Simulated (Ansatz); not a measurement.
# C in Ansatz: further runs

Runs on C. Level: LDA. Tasks: single point, equation of state.

Everything below comes from runs of Ansatz 0.2.0. Logs are shortened: lines on timing, memory, paths and dates and some standing lists are left out, and cuts for length are marked.

## 1. Starting point

The cell holds a slab with vacuum, 4 atoms: a = 2.456 Å, b = 2.456 Å, c = 24.134 Å, α = 90.00°, β = 90.00°, γ = 120.00°.

## 2. Single point, LDA, 29.63 Å³/atom (volume scaled by 0.94)

Input file input.yaml:

```yaml
crystal:
  lattice:
    - [2.4060863447, 0.0, 0.0]
    - [-1.2030431724, 2.0837318983, 0.0]
    - [0.0, 0.0, 23.6412921296]
  atoms:
    - { symbol: C, position: [0.6666666667, 0.3333333333, 0.57047544] }
    - { symbol: C, position: [0.3333333333, 0.6666666667, 0.42952456] }
    - { symbol: C, position: [0.0, 0.0, 0.42953123] }
    - { symbol: C, position: [0.0, 0.0, 0.57046877] }
hamiltonian:
  xc: lda
  pseudopotentials: { kind: paw }
kpoints:
  mp_grid: { grid: [12, 12, 2] }
scf:
  occupations: { method: fermi_dirac, width: 0.05 }
output:
  forces: true
  stress: true
  eigenvalues: true
```

Potentials or basis: Ansatz PAW.

The run is started by

```
$ ansatz run input.yaml --threads 2 --pin off --max-ram 5632MiB --backend cpu --events-out ev --progress --plain --runs-dir out
```

Standard output:

```text
Warning: RAYON_NUM_THREADS=2 ignored (pool sized by the plan → 2); use --threads N
Engine: ansatz 0.2.0, x86_64-unknown-linux-gnu
Pseudopotentials: kind: paw
Pseudopotential: C, paw, valence charge 4, recommended cutoff 420 eV (normal), C.paw.azcp
Functional definition: SPW92
  exchange = slater_x
  correlation = pw_c
Crystal: 4 atoms, lattice volume = 118.529 Å³
Basis set: ecut = 420 eV, 2233 PW (Γ)
Bands: 12, of which v1, the nominal top of the filled ones, is band 8 counted from 1 (7 counted from 0)
Symmetry: 12 space group operations
Space group: P-3m1 (ITA 164), of the structure as read, at distance tolerance 4.9e-5 Å
k-points: 38 of 288
Non-local potential: C, projectors of the file, l = 0: 2, l = 1: 2, l = 2: 1
PAW form: soft (Blöchl's): semilocal exchange-correlation on the pseudo side does not see the compensation charge
PAW frozen core: C, regenerated for the run's functional, and the local potential with it (the file was generated under x = pbe(κ = 0.804, μ = 0.2195149727645171), c = pbe(β = 0.06672455060314922))
PAW one-centre angular grid: C, 110 points (default); XC on 64 Gauss nodes
Initial density: superposition of atomic densities (neutral atoms: chi_scale 0, normalization atom), corrected by the library's trained network
Initial wavefunctions: pseudopotential atomic-orbital guess
Functional: x = slater, c = lda
SCF iter   1: F=—  HF=-971.803197 eV  |F-HF|=—  |Δ(HF+E_count)|=         —  Δρ=3.30e-3  dr2=6.37e-3  ethr=1.77e-3  ⟨swp⟩=6.8  Hψ=3264  notcnv=0
preconditioner: auto → LDOS  [metal: Δε(μ)=0.000 eV  Ē_g=15.189 eV  σ=0.050 eV  W_gap=0.00  n_scr=14 (ndim 8)  ℏωp=13.6 eV  f_vac=0.696  D(μ)=0.28/eV (n_scr^D=4)  β→1.0]
SCF iter   2: F=—  HF=-971.806499 eV  |F-HF|=—  |Δ(HF+E_count)|=   3.30e-3  Δρ=8.69e-4  dr2=3.30e-3  ethr=3.98e-5  ⟨swp⟩=3.2  Hψ=1286  notcnv=0
SCF iter   3: F=—  HF=-971.805750 eV  |F-HF|=—  |Δ(HF+E_count)|=   7.49e-4  Δρ=3.49e-4  dr2=4.70e-4  ethr=2.06e-5  ⟨swp⟩=2.8  Hψ=873  notcnv=0
SCF iter   4: F=—  HF=-971.805683 eV  |F-HF|=—  |Δ(HF+E_count)|=   6.67e-5  Δρ=8.10e-5  dr2=2.57e-5  ethr=2.94e-6  ⟨swp⟩=2.2  Hψ=709  notcnv=0
SCF iter   5: F=—  HF=-971.805685 eV  |F-HF|=—  |Δ(HF+E_count)|=   1.60e-6  Δρ=2.40e-5  dr2=7.19e-7  ethr=1.61e-7  ⟨swp⟩=2.1  Hψ=736  notcnv=0
SCF iter   6: F=-971.805685 eV  HF=-971.805685 eV  |F-HF|=9.32e-9  |Δ(HF+E_count)|=   4.64e-8  Δρ=2.80e-6  dr2=6.17e-9  ethr=6.25e-10  ⟨swp⟩=9.4  Hψ=2781  notcnv=0
SCF 1 converged in 6 iterations: F = -971.805685 eV  dr2 = 6.17e-9
SCF converged after 6 iterations
Free energy (F): -971.805685 eV
Harris-Foulkes:  -971.805685 eV  (|F-HF|=9.32e-9)
Internal energy: -971.803739 eV  (E = F + TS)
E sigma→0 (E₀):  -971.804712 eV
Entropy (-TS):   -0.001946 eV (-0.486 meV/atom)
Fermi energy:    -1.066399 eV
--- Per-component energies (eV) ---
  E_band       = -166.228986
  E_kinetic    = 371.990883
  E_local      = -10801.578419  (includes V_loc(G=0)·N_el)
  E_nonlocal   = 115.922665
  E_hartree    = 5209.085841
  E_xc         = -192.123783
  E_vxc        = -238.956896  (∫ρ·V_xc dr)
  E_paw        = -368.520137  (= ΣΔE_a)
  E_vpaw       = -31.778711  (= ΣTr[D̂ρ^β])
  E_aug_tail   = 0.000047  (compensation charges beyond the density's cutoff)
  E_ewald      = 4693.167834
  E_core_change = 0.251330  (= ΣΔE_core)
  E_smearing   = -0.001946  (= −TS)
  E_closure    = 0.000000  (closes the sum)
  Σ components = -971.805685   (vs F -971.805685, Δ=0.00e0)
--- Forces (eV/Å), atoms counted from 1 ---
  atom   1  C     -0.00000000    -0.00000000     0.00450602
  atom   2  C      0.00000000     0.00000000    -0.00450602
  atom   3  C     -0.00000000    -0.00000000     0.01796359
  atom   4  C     -0.00000000     0.00000000    -0.01796359
  max |Σ_I F_I| component: 1.85e-16 eV/Å
--- Stress (GPa, compression-positive) ---
        6.316718      -0.000000       0.000000
       -0.000000       6.316718       0.000000
        0.000000       0.000000      -0.062814
  P = ⅓ Tr σ = 4.1902 GPa (41.902 kbar)
--- Band table (eV; the first three rows and the last of 38) ---
  k-point 0: bands = ["-21.0182", "-20.8545", "-9.7070", "-8.6793", "-4.0430", "-4.0430", "-4.0342", "-4.0342", "2.2340", "2.7597", "3.3663", "4.0637"]
  k-point 1: bands = ["-21.0182", "-20.8545", "-9.7071", "-8.6792", "-4.0432", "-4.0432", "-4.0344", "-4.0344", "2.2354", "2.7468", "3.4560", "3.8204"]
  k-point 2: bands = ["-20.8474", "-20.6854", "-9.4956", "-8.4741", "-4.7015", "-4.6852", "-4.4110", "-4.3974", "2.4622", "2.9933", "3.6054", "4.3013"]
  k-point 37: bands = ["-13.6949", "-13.6432", "-13.6432", "-13.5956", "-12.1852", "-12.1852", "-1.4063", "-1.0666", "-1.0666", "-0.7043", "9.3587", "9.3587"]
```

Run time: 2.5 s. Hardware: 2 threads of Intel Xeon at 2.70GHz, shared host; peak memory 0.37 GiB.

What came out:

| Quantity | Value |
| --- | --- |
| Free energy | -971.8057 eV |
| Largest force | 0.018 eV/Å |
| Band gap on the k mesh | none (metal or under the smearing width) |

Caveat: the PAW data sets come from PBE, with cores solved anew for the run's functional, which leaves a small shift of forces and pressure.

## 3. Single point, LDA, 30.26 Å³/atom (volume scaled by 0.96)

Changes to input.yaml since step 2:

```diff
@@ -2,5 +2,5 @@
   lattice:
-    - [2.4060863447, 0.0, 0.0]
-    - [-1.2030431724, 2.0837318983, 0.0]
-    - [0.0, 0.0, 23.6412921296]
+    - [2.423031173, 0.0, 0.0]
+    - [-1.2115155865, 2.09840655, 0.0]
+    - [0.0, 0.0, 23.8077855878]
   atoms:
```

Potentials or basis: Ansatz PAW.

The run is started by

```
$ ansatz run input.yaml --threads 2 --pin off --max-ram 5632MiB --backend cpu --events-out ev --progress --plain --runs-dir out
```

Wall time 2.5 s (2 threads of Intel Xeon at 2.70GHz, shared host); peak memory 0.37 GiB.

The run converged. Its results:

```
Free energy            : -971.8563 eV
Largest force          : 0.020 eV/Å
Band gap on the k mesh : none (metal or under the smearing width)
```

Caveat: the PAW data sets come from PBE, with cores solved anew for the run's functional, which leaves a small shift of forces and pressure.

## 4. Single point, LDA, 30.89 Å³/atom (volume scaled by 0.98)

Changes to input.yaml since step 3:

```diff
@@ -2,5 +2,5 @@
   lattice:
-    - [2.423031173, 0.0, 0.0]
-    - [-1.2115155865, 2.09840655, 0.0]
-    - [0.0, 0.0, 23.8077855878]
+    - [2.4397422609, 0.0, 0.0]
+    - [-1.2198711305, 2.1128787767, 0.0]
+    - [0.0, 0.0, 23.9719824012]
   atoms:
```

The run is started by

```
$ ansatz run input.yaml --threads 2 --pin off --max-ram 5632MiB --backend cpu --events-out ev --progress --plain --runs-dir out
```

Wall time 2.5 s (2 threads of Intel Xeon at 2.70GHz, shared host); peak memory 0.37 GiB.

It converged, with:

* Free energy: -971.8777 eV
* Largest force: 0.021 eV/Å
* Band gap on the k mesh: none (metal or under the smearing width)

Caveat: the PAW data sets come from PBE, with cores solved anew for the run's functional, which leaves a small shift of forces and pressure.

## 5. Single point, LDA, 31.52 Å³/atom

Changes to input.yaml since step 4:

```diff
@@ -2,5 +2,5 @@
   lattice:
-    - [2.4397422609, 0.0, 0.0]
-    - [-1.2198711305, 2.1128787767, 0.0]
-    - [0.0, 0.0, 23.9719824012]
+    - [2.456227506, 0.0, 0.0]
+    - [-1.228113753, 2.1271554177, 0.0]
+    - [0.0, 0.0, 24.1339601687]
   atoms:
```

The run is started by

```
$ ansatz run input.yaml --threads 2 --pin off --max-ram 5632MiB --backend cpu --events-out ev --progress --plain --runs-dir out
```

Run time: 2.4 s. Hardware: 2 threads of Intel Xeon at 2.70GHz, shared host; peak memory 0.37 GiB.

Results (log left out):

* Free energy: -971.8726 eV
* Largest force: 0.023 eV/Å
* Band gap on the k mesh: none (metal or under the smearing width)

Caveat: the PAW data sets come from PBE, with cores solved anew for the run's functional, which leaves a small shift of forces and pressure.

## 6. Single point, LDA, 32.15 Å³/atom (volume scaled by 1.02)

Changes to input.yaml since step 5:

```diff
@@ -2,5 +2,5 @@
   lattice:
-    - [2.456227506, 0.0, 0.0]
-    - [-1.228113753, 2.1271554177, 0.0]
-    - [0.0, 0.0, 24.1339601687]
+    - [2.4724943874, 0.0, 0.0]
+    - [-1.2362471937, 2.1412429502, 0.0]
+    - [0.0, 0.0, 24.2937923774]
   atoms:
```

Potentials or basis: Ansatz PAW.

The run is started by

```
$ ansatz run input.yaml --threads 2 --pin off --max-ram 5632MiB --backend cpu --events-out ev --progress --plain --runs-dir out
```

It took 2.6 s on 2 threads of Intel Xeon at 2.70GHz, shared host; peak memory 0.38 GiB.

It converged, with:

```yaml
Free_energy: -971.8433 eV
Largest_force: 0.024 eV/Å
Band_gap_on_the_k_mesh: none (metal or under the smearing width)
```

Caveat: the PAW data sets come from PBE, with cores solved anew for the run's functional, which leaves a small shift of forces and pressure.

## 7. Single point, LDA, 32.78 Å³/atom (volume scaled by 1.04)

Changes to input.yaml since step 6:

```diff
@@ -2,5 +2,5 @@
   lattice:
-    - [2.4724943874, 0.0, 0.0]
-    - [-1.2362471937, 2.1412429502, 0.0]
-    - [0.0, 0.0, 24.2937923774]
+    - [2.4885499956, 0.0, 0.0]
+    - [-1.2442749978, 2.1551475148, 0.0]
+    - [0.0, 0.0, 24.4515486963]
   atoms:
```

The run is started by

```
$ ansatz run input.yaml --threads 2 --pin off --max-ram 5632MiB --backend cpu --events-out ev --progress --plain --runs-dir out
```

It took 2.6 s on 2 threads of Intel Xeon at 2.70GHz, shared host; peak memory 0.38 GiB.

Results (log left out):

```
Free energy            : -971.7919 eV
Largest force          : 0.025 eV/Å
Band gap on the k mesh : none (metal or under the smearing width)
```

Caveat: the PAW data sets come from PBE, with cores solved anew for the run's functional, which leaves a small shift of forces and pressure.

## 8. Single point, LDA, 33.42 Å³/atom (volume scaled by 1.06)

Changes to input.yaml since step 7:

```diff
@@ -2,5 +2,5 @@
   lattice:
-    - [2.4885499956, 0.0, 0.0]
-    - [-1.2442749978, 2.1551475148, 0.0]
-    - [0.0, 0.0, 24.4515486963]
+    - [2.5044010599, 0.0, 0.0]
+    - [-1.25220053, 2.1688749392, 0.0]
+    - [0.0, 0.0, 24.6072952438]
   atoms:
```

The run is started by

```
$ ansatz run input.yaml --threads 2 --pin off --max-ram 5632MiB --backend cpu --events-out ev --progress --plain --runs-dir out
```

Run time: 2 s. Hardware: 2 threads of Intel Xeon at 2.70GHz, shared host; peak memory 0.38 GiB.

Results (log left out):

* Free energy: -971.7205 eV
* Largest force: 0.026 eV/Å
* Band gap on the k mesh: none (metal or under the smearing width)

Caveat: the PAW data sets come from PBE, with cores solved anew for the run's functional, which leaves a small shift of forces and pressure.

## 9. Equation of state, LDA

Potentials or basis: Ansatz PAW.

This step only gathers the single runs of the series.

What came out:

| Quantity | Value |
| --- | --- |
| Equilibrium volume | 31.08 Å³/atom |
| Bulk modulus at fixed shape and positions | 81 GPa |
| Pressure derivative of the bulk modulus | 3.6 |

Energy against volume, from the lowest point:
```
volume (Å³/atom)  energy (meV/atom)
          29.632              18.01
          30.263               5.36
          30.893               0.00
          31.524               1.27
          32.154               8.61
          32.785              21.44
          33.415              39.31
```

Caveat: the cell was scaled at fixed shape and fractional positions, which overstates the stiffness of a crystal with free parameters, most of all of layers and chains.
